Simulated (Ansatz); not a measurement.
# InAs (Fm-3m) in Ansatz: settings compared

One crystal, InAs, is run at these levels: RPBE+D4, revPBE+D3(BJ), revPBE+D4; tasks: relaxation of cell and atoms.

Everything below comes from runs of Ansatz 0.2.0. Logs are shortened: lines on timing, memory, paths and dates and some standing lists are left out, and cuts for length are marked.

### Step 1. The crystal as given

Symmetry: Fm-3m, No. 225, cubic system. The conventional cell has a = 5.755 Å, b = 5.755 Å, c = 5.755 Å, α = 90.00°, β = 90.00°, γ = 90.00°. In (site symmetry m-3m) is surrounded by 6 As at 2.88 Å. Around As (site symmetry m-3m) lie 6 In at 2.88 Å.

Measurements of this composition are mostly on another form, of space group No. 216.

### Step 2. Relaxation of cell and atoms, RPBE+D4

Contents of input.yaml:

```yaml
crystal:
  lattice:
    - [0.0, 2.877304, 2.877304]
    - [2.877304, 0.0, 2.877304]
    - [2.877304, 2.877304, 0.0]
  atoms:
    - { symbol: In, position: [0.5, 0.5, 0.5] }
    - { symbol: As, position: [0.0, 0.0, 0.0] }
hamiltonian:
  xc: rpbe
  pseudopotentials: { kind: paw }
  dispersion: d4
kpoints:
  mp_grid: { grid: [8, 8, 8] }
scf:
  occupations: { method: fermi_dirac, width: 0.05 }
output:
  forces: true
  stress: true
  eigenvalues: true
relax:
  f_tol: 0.01
  max_steps: 40
  cell: { stress_tol: 0.05 }
```

Potentials or basis: Ansatz PAW.

The run is started by

```sh
$ ansatz run input.yaml --threads 2 --pin off --max-ram 5632MiB --backend cpu --events-out ev --progress --plain --runs-dir out
```

Log:

```text
Warning: RAYON_NUM_THREADS=2 ignored (pool sized by the plan → 2); use --threads N
Engine: ansatz 0.2.0, aarch64-unknown-linux-gnu
Pseudopotentials: kind: paw
Pseudopotential: In, paw, valence charge 13, recommended cutoff 420 eV (normal), In.paw.azcp
Pseudopotential: As, paw, valence charge 15, recommended cutoff 420 eV (normal), As.paw.azcp
Functional definition: RPBE
  parameter kappa = 0.804
  parameter beta = 0.06672455060314922
  exchange = rpbe_x(kappa = kappa, mu = beta*pi^2/3)
  correlation = pbe_c(beta = beta)
Crystal: 2 atoms, lattice volume = 47.642 Å³
Basis set: ecut = 420 eV, 941 PW (Γ), exchange–correlation on 60×60×60 points (8 copies of the dense FFT grid, shifted against one another)
Bands: 18, of which v1, the nominal top of the filled ones, is band 14 counted from 1 (13 counted from 0)
Symmetry: 48 space group operations
Space group: Fm-3m (ITA 225), of the structure as read, at distance tolerance 3.6e-5 Å
k-points: 29 of 512
Non-local potential: In, projectors of the file, l = 0: 2, l = 1: 2, l = 2: 2, l = 3: 2
Non-local potential: As, projectors of the file, l = 0: 2, l = 1: 2, l = 2: 3, l = 3: 1
PAW form: soft (Blöchl's): semilocal exchange-correlation on the pseudo side does not see the compensation charge
PAW frozen core: In, regenerated for the run's functional, and the local potential with it (the file was generated under x = pbe(κ = 0.804, μ = 0.2195149727645171), c = pbe(β = 0.06672455060314922))
PAW frozen core: As, regenerated for the run's functional, and the local potential with it (the file was generated under x = pbe(κ = 0.804, μ = 0.2195149727645171), c = pbe(β = 0.06672455060314922))
PAW one-centre angular grid: In, 590 points (default); XC on 64 Gauss nodes
PAW one-centre angular grid: As, 590 points (default); XC on 64 Gauss nodes
Initial density: superposition of atomic densities (neutral atoms: chi_scale 0, normalization atom), corrected by the library's trained network
Initial wavefunctions: pseudopotential atomic-orbital guess
Functional: x = rpbe, c = pbe(β = 0.06672455060314922)
SCF iter   1: F=—  HF=-10469.786165 eV  |F-HF|=—  |Δ(HF+E_count)|=         —  Δρ=3.57e-3  dr2=8.06e-3  ethr=1.77e-3  ⟨swp⟩=5.9  Hψ=2533  notcnv=0
preconditioner: auto → Kerker (q_TF=auto, 2.497 Å⁻¹)  [metal: Δε(μ)=0.105 eV  Ē_g=14.738 eV  σ=0.050 eV  W_gap=0.46  n_scr=14 (ndim 8)  ℏωp=22.8 eV  f_vac=0.001  D(μ)=1.41/eV (n_scr^D=14)]
SCF iter   2: F=—  HF=-10469.783096 eV  |F-HF|=—  |Δ(HF+E_count)|=   3.07e-3  Δρ=1.56e-3  dr2=2.02e-3  ethr=2.88e-5  ⟨swp⟩=2.0  Hψ=916  notcnv=0
SCF iter   3: F=—  HF=-10469.782613 eV  |F-HF|=—  |Δ(HF+E_count)|=   4.83e-4  Δρ=4.50e-4  dr2=1.45e-4  ethr=7.20e-6  ⟨swp⟩=1.9  Hψ=600  notcnv=0
SCF iter   4: F=—  HF=-10469.782602 eV  |F-HF|=—  |Δ(HF+E_count)|=   1.07e-5  Δρ=1.95e-4  dr2=2.15e-5  ethr=5.19e-7  ⟨swp⟩=2.0  Hψ=928  notcnv=0
SCF iter   5: F=—  HF=-10469.782603 eV  |F-HF|=—  |Δ(HF+E_count)|=   8.17e-7  Δρ=9.62e-5  dr2=6.96e-6  ethr=7.68e-8  ⟨swp⟩=2.0  Hψ=929  notcnv=0
SCF iter   6: F=—  HF=-10469.782608 eV  |F-HF|=—  |Δ(HF+E_count)|=   4.65e-6  Δρ=3.42e-5  dr2=7.56e-7  ethr=2.49e-8  ⟨swp⟩=3.0  Hψ=951  notcnv=0
SCF iter   7: F=-10469.782608 eV  HF=-10469.782608 eV  |F-HF|=1.94e-8  |Δ(HF+E_count)|=   7.26e-7  Δρ=5.30e-6  dr2=9.07e-9  ethr=3.57e-10  ⟨swp⟩=3.0  Hψ=2015  notcnv=0
SCF 1 converged in 7 iterations: F = -10469.782608 eV  dr2 = 9.07e-9
relax step   1: F+E_penalty+E_count = -10469.78260845 eV  Δ(F+E_penalty+E_count) = +0.000e0 eV  max|allowed force component| = 2.817e-29 eV/Å  Δτ_max = 0.0000 Å  P = -3.329 GPa  Ω = 47.642 Å³  (7 SCF iters, dr2 threshold 1.00e-7 eV, accepted)
Crystal: 2 atoms, lattice volume = 43.543 Å³
Basis set: ecut = 420 eV, 869 PW (Γ), exchange–correlation on 60×60×60 points (8 copies of the dense FFT grid, shifted against one another)
Initial density: handed on by an earlier stage of this run
Initial wavefunctions: those handed on with the density
iter 1 solved again at ethr=1.64e-5 eV; its pass at ethr=3.10e-3 eV (dr2=4.58e-3 eV) is discarded
SCF iter   1: F=—  HF=-10469.798456 eV  |F-HF|=—  |Δ(HF+E_count)|=         —  Δρ=3.00e-3  dr2=4.54e-3  ethr=1.64e-5  ⟨swp⟩=1.6  Hψ=3143  notcnv=0
[... 19 lines left out ...]
relax step   3: F+E_penalty+E_count = -10469.81062690 eV  Δ(F+E_penalty+E_count) = -1.237e-2 eV  max|allowed force component| = 1.900e-29 eV/Å  Δτ_max = 0.0000 Å  P = -0.223 GPa  Ω = 45.280 Å³  energy of the carried Pulay correction = +6.597e-4 eV  (6 SCF iters, dr2 threshold 2.00e-7 eV, accepted)
Crystal: 2 atoms, lattice volume = 45.141 Å³
iter 1 solved again at ethr=3.59e-8 eV; its pass at ethr=3.10e-3 eV (dr2=1.01e-5 eV) is discarded
SCF iter   1: F=—  HF=-10469.810768 eV  |F-HF|=—  |Δ(HF+E_count)|=         —  Δρ=1.06e-4  dr2=5.96e-6  ethr=3.59e-8  ⟨swp⟩=2.6  Hψ=2927  notcnv=0
preconditioner: auto → Kerker (q_TF=auto, 2.520 Å⁻¹)  [metal: Δε(μ)=0.031 eV  Ē_g=14.943 eV  σ=0.050 eV  W_gap=0.15  n_scr=14 (ndim 8)  ℏωp=23.4 eV  f_vac=0.000  D(μ)=1.62/eV (n_scr^D=14)]
SCF iter   2: F=—  HF=-10469.810767 eV  |F-HF|=—  |Δ(HF+E_count)|=   6.16e-7  Δρ=6.53e-5  dr2=2.17e-6  ethr=2.13e-8  ⟨swp⟩=1.0  Hψ=522  notcnv=0
SCF iter   3: F=—  HF=-10469.810767 eV  |F-HF|=—  |Δ(HF+E_count)|=   2.40e-8  Δρ=1.50e-5  dr2=1.30e-7  ethr=7.74e-9  ⟨swp⟩=2.8  Hψ=944  notcnv=0
SCF iter   4: F=-10469.810767 eV  HF=-10469.810767 eV  |F-HF|=2.80e-8  |Δ(HF+E_count)|=   2.28e-8  Δρ=7.83e-6  dr2=2.14e-8  ethr=4.44e-10  ⟨swp⟩=4.9  Hψ=2037  notcnv=0
SCF 4 converged in 4 iterations: F = -10469.810767 eV  dr2 = 2.14e-8
relax step   4: F+E_penalty+E_count = -10469.81076723 eV  Δ(F+E_penalty+E_count) = -1.403e-4 eV  max|allowed force component| = 2.302e-29 eV/Å  Δτ_max = 0.0000 Å  P = -0.010 GPa  Ω = 45.141 Å³  energy of the carried Pulay correction = +6.994e-4 eV  (4 SCF iters, dr2 threshold 1.24e-7 eV, accepted)
Basis set: ecut = 420 eV, 893 PW (Γ), exchange–correlation on 54×54×54 points (8 copies of the dense FFT grid, shifted against one another)
Initial wavefunctions: pseudopotential atomic-orbital guess (no wavefunctions were taken with the density)
iter 1 solved again at ethr=1.38e-7 eV; its pass at ethr=3.10e-3 eV (dr2=3.87e-5 eV) is discarded
SCF iter   1: F=—  HF=-10469.810051 eV  |F-HF|=—  |Δ(HF+E_count)|=         —  Δρ=9.22e-5  dr2=6.86e-7  ethr=1.38e-7  ⟨swp⟩=2.5  Hψ=3694  notcnv=0
preconditioner: auto → Kerker (q_TF=auto, 2.520 Å⁻¹)  [metal: Δε(μ)=0.032 eV  Ē_g=14.944 eV  σ=0.050 eV  W_gap=0.16  n_scr=14 (ndim 8)  ℏωp=23.4 eV  f_vac=0.000  D(μ)=1.61/eV (n_scr^D=14)]
SCF iter   2: F=—  HF=-10469.810056 eV  |F-HF|=—  |Δ(HF+E_count)|=   4.89e-6  Δρ=4.69e-5  dr2=1.84e-7  ethr=2.45e-9  ⟨swp⟩=2.0  Hψ=891  notcnv=0
SCF iter   3: F=—  HF=-10469.810056 eV  |F-HF|=—  |Δ(HF+E_count)|=   2.65e-7  Δρ=1.28e-5  dr2=2.84e-8  ethr=6.57e-10  ⟨swp⟩=2.0  Hψ=784  notcnv=0
SCF iter   4: F=—  HF=-10469.810056 eV  |F-HF|=—  |Δ(HF+E_count)|=   1.72e-8  Δρ=2.41e-6  dr2=1.94e-9  ethr=1.01e-10  ⟨swp⟩=2.0  Hψ=928  notcnv=0
SCF iter   5: F=—  HF=-10469.810056 eV  |F-HF|=—  |Δ(HF+E_count)|=  2.76e-10  Δρ=8.64e-7  dr2=2.77e-10  ethr=6.94e-12  ⟨swp⟩=2.0  Hψ=931  notcnv=0
SCF iter   6: F=—  HF=-10469.810056 eV  |F-HF|=—  |Δ(HF+E_count)|=  6.49e-10  Δρ=2.56e-7  dr2=4.11e-11  ethr=1.00e-12  ⟨swp⟩=2.1  Hψ=658  notcnv=0
SCF iter   7: F=-10469.810056 eV  HF=-10469.810056 eV  |F-HF|=5.46e-12  |Δ(HF+E_count)|=  7.28e-11  Δρ=6.62e-8  dr2=2.44e-12  ethr=1.00e-12  ⟨swp⟩=5.8  Hψ=2037  notcnv=0
SCF 5 converged in 7 iterations: F = -10469.810056 eV  dr2 = 2.44e-12
relax step   5: F+E_penalty+E_count = -10469.81005613 eV  Δ(F+E_penalty+E_count) = +7.111e-4 eV  max|allowed force component| = 1.580e-29 eV/Å  Δτ_max = 0.0000 Å  P = -0.008 GPa  Ω = 45.141 Å³  stress off target by 7.79e-3 GPa  SCF on the basis re-selected at this cell (its energy is not comparable with the rows above)  (7 SCF iters)
basis re-selected at this cell: Δ(F+E_penalty+E_count) = +7.111e-4 eV, ΔP = +0.002 GPa vs the last step (what re-selecting the basis moved, of the pressure what is left beyond the Pulay correction that the steps carried, after the strain that the cell walked since its last selection, with what the two solves' SCF thresholds leave and, on support functions, any second-order correction that the steps lacked; it is no measure of the basis error at this ecutwfc). The dense FFT grid was sized anew with the basis: this SCF ran on 27×27×27 points, the steps before it on 30×30×30, so part of this shift can come from that change (see relax.cell in the input reference). This SCF's stress stands 7.79e-3 GPa from its target on what of the cell is left free (relax.cell.stress_tol is 5.00e-2 GPa) and its largest allowed force component is 1.58e-29 eV/Å (relax.f_tol is 1.00e-2 eV/Å): within both
SCF converged after 7 iterations
Free energy (F): -10469.810056 eV
Harris-Foulkes:  -10469.810056 eV  (|F-HF|=5.46e-12)
Internal energy: -10469.797502 eV  (E = F + TS)
E sigma→0 (E₀):  -10469.803779 eV
Entropy (-TS):   -0.012554 eV (-6.277 meV/atom)
Fermi energy:    10.775334 eV
--- Per-component energies (eV) ---
  E_band       = -233.587481
  E_kinetic    = 346.103910
  E_local      = -2708.284708  (includes V_loc(G=0)·N_el)
  E_nonlocal   = -305.188297
  E_hartree    = 1340.583831
  E_xc         = -295.309036
  E_vxc        = -178.455570  (∫ρ·V_xc dr)
  E_paw        = -6003.518940  (= ΣΔE_a)
  E_vpaw       = -68.930441  (= ΣTr[D̂ρ^β])
  E_aug_tail   = 0.000033  (compensation charges beyond the density's cutoff)
  E_ewald      = -2842.458131
  E_disp       = -1.559364  (pairwise vdW)
  E_core_change = -0.166799  (= ΣΔE_core)
  E_smearing   = -0.012554  (= −TS)
  E_closure    = 0.000000  (closes the sum)
  Σ components = -10469.810056   (vs F -10469.810056, Δ=0.00e0)
--- Forces (eV/Å), atoms counted from 1 ---
  atom   1  In     0.00000000    -0.00000000     0.00000000
  atom   2  As     0.00000000     0.00000000    -0.00000000
  max |Σ_I F_I| component: 3.15e-29 eV/Å
--- Stress (GPa, compression-positive) ---
       -0.007794       0.000000       0.000000
        0.000000      -0.007794       0.000000
        0.000000       0.000000      -0.007794
  P = ⅓ Tr σ = -0.0078 GPa (-0.078 kbar)
--- Band table (eV; the first three rows and the last of 29) ---
  k-point 0: bands = ["-24.3935", "-24.3935", "-24.3863", "-24.3863", "-24.3863", "-3.6823", "-3.6823", "-3.6622", "-3.6622", "-3.6622", "-1.7036", "10.5161", "10.5161", "10.5161", "10.5634", "17.9733", "17.9733", "17.9733"]
  k-point 1: bands = ["-24.3934", "-24.3934", "-24.3863", "-24.3862", "-24.3862", "-3.6902", "-3.6902", "-3.6628", "-3.6540", "-3.6540", "-1.5231", "8.4721", "10.5458", "10.5458", "12.2971", "16.8496", "17.2097", "17.2097"]
  k-point 2: bands = ["-24.3932", "-24.3932", "-24.3861", "-24.3858", "-24.3858", "-3.7124", "-3.7124", "-3.6657", "-3.6310", "-3.6310", "-1.0077", "6.4379", "10.6517", "10.6517", "13.1462", "15.6673", "15.6673", "16.0545"]
  k-point 28: bands = ["-24.3937", "-24.3927", "-24.3857", "-24.3857", "-24.3845", "-3.9161", "-3.6942", "-3.6425", "-3.6425", "-3.5696", "1.1548", "5.8911", "6.7946", "6.7946", "13.1501", "15.0258", "17.6728", "17.6728"]
--- Relaxed structure (4 steps of the walk, 4 accepted, 1 SCFs on fresh bases) ---
  F+E_penalty+E_count = -10469.81005613 eV   max|allowed force component| = 1.580e-29 eV/Å   (the final SCF, on the basis selected at the relaxed cell)
  cell:  # Å, volume = 45.1413 Å³
    - [1.8120416791984942e-33, 2.8260594149555236, 2.8260594149555236]
    - [2.8260594149555236, 2.5158399412421963e-34, 2.8260594149555236]
    - [2.8260594149555236, 2.8260594149555236, 7.324597297287411e-34]
  atoms:
    - { symbol: In, position: [0.5, 0.5, 0.5] }
    - { symbol: As, position: [-1.1155871053693963e-35, 1.533932269884517e-35, 1.8128290462270645e-35] }
```

It took 4.5 s on 2 threads of Arm Neoverse V2, shared host; peak memory 0.34 GiB.

Results:

| Item | Value |
| --- | --- |
| Free energy | -10469.8101 eV |
| Relaxed volume | 22.57 Å³/atom |
| Relaxed cell | a = 3.997 Å, b = 3.997 Å, c = 3.997 Å, α = 60.00°, β = 60.00°, γ = 60.00° |
| Space group after relaxing (to 0.05 Å) | Fm-3m (No. 225) |
| Energy gained by relaxing | 13.7 meV/atom |
| Ionic steps | 5 |
| Pressure after relaxing | 0.0 GPa |
| Band gap on the k mesh | none (metal or under the smearing width) |

Step by step:
```tsv
step	energy change (eV)	largest force (eV/Å)	volume (Å³)
1	0.0000	0.0000	47.64
2	-0.0156	0.0000	43.54
3	-0.0280	0.0000	45.28
4	-0.0282	0.0000	45.14
5	-0.0274	0.0000	45.14
```

Final structure:
```
In As
1.0
     0.00000    2.82606    2.82606
     2.82606    0.00000    2.82606
     2.82606    2.82606    0.00000
In As
1 1
Cartesian
  2.8261 2.8261 2.8261
  0.0000 0.0000 0.0000
```

Levels at points of the mesh, in eV from the Fermi level:
```csv
k point,band 12,band 13,band 14,band 15,band 16,band 17
"(0.00, 0.00, 0.00)",-0.26,-0.26,-0.26,-0.21,7.20,7.20
"(0.00, 0.00, -0.50)",-6.79,0.16,0.16,2.20,3.30,3.30
"(0.00, -0.50, -0.50)",-5.04,-2.84,-2.43,-2.43,3.77,9.67
```

Caveat: the plane-wave basis is chosen anew once the cell has moved, so the energies of steps on either side of that aren't comparable; pairwise dispersion overbinds metals, which lowers pressure and volume; the PAW data sets come from PBE, with cores solved anew for the run's functional, which leaves a small shift of forces and pressure.

### Step 3. Relaxation of cell and atoms, revPBE+D3(BJ)

Edit input.yaml of step 2 so:

```diff
@@ -9,5 +9,5 @@
 hamiltonian:
-  xc: rpbe
+  xc: revpbe
   pseudopotentials: { kind: paw }
-  dispersion: d4
+  dispersion: d3bj
 kpoints:
```

Potentials or basis: Ansatz PAW.

The run is started by

```sh
$ ansatz run input.yaml --threads 2 --pin off --max-ram 5632MiB --backend cpu --events-out ev --progress --plain --runs-dir out
```

Run time: 4.3 s. Hardware: 2 threads of Arm Neoverse V2, shared host; peak memory 0.34 GiB.

The run converged. Its results:

* Free energy: -10465.6569 eV
* Relaxed volume: 22.43 Å³/atom
* Relaxed cell: a = 3.989 Å, b = 3.989 Å, c = 3.989 Å, α = 60.00°, β = 60.00°, γ = 60.00°
* Space group after relaxing (to 0.05 Å): Fm-3m (No. 225)
* Energy gained by relaxing: 17.1 meV/atom
* Ionic steps: 5
* Pressure after relaxing: 0.0 GPa
* Band gap on the k mesh: none (metal or under the smearing width)

The path:
| step | energy change (eV) | largest force (eV/Å) | volume (Å³) |
| --- | --- | --- | --- |
| 1 | 0.0000 | 0.0000 | 47.64 |
| 2 | -0.0188 | 0.0000 | 43.07 |
| 3 | -0.0348 | 0.0000 | 45.04 |
| 4 | -0.0350 | 0.0000 | 44.87 |
| 5 | -0.0343 | 0.0000 | 44.87 |

Final structure:
```
CELL_PARAMETERS angstrom
0.00000 2.82035 2.82035
2.82035 0.00000 2.82035
2.82035 2.82035 0.00000
ATOMIC_POSITIONS crystal
In 0.50000 0.50000 0.50000
As 0.00000 0.00000 0.00000
```

Levels at points of the mesh, in eV from the Fermi level:
```tsv
k point	band 12	band 13	band 14	band 15	band 16	band 17
(0.00, 0.00, 0.00)	-0.26	-0.26	-0.26	-0.19	7.21	7.21
(0.00, 0.00, -0.50)	-6.82	0.16	0.16	2.19	3.30	3.30
(0.00, -0.50, -0.50)	-5.08	-2.85	-2.44	-2.44	3.76	9.70
```

Caveat: the plane-wave basis is chosen anew once the cell has moved, so the energies of steps on either side of that aren't comparable; pairwise dispersion overbinds metals, which lowers pressure and volume; the PAW data sets come from PBE, with cores solved anew for the run's functional, which leaves a small shift of forces and pressure.

[end of part 1 of 2]
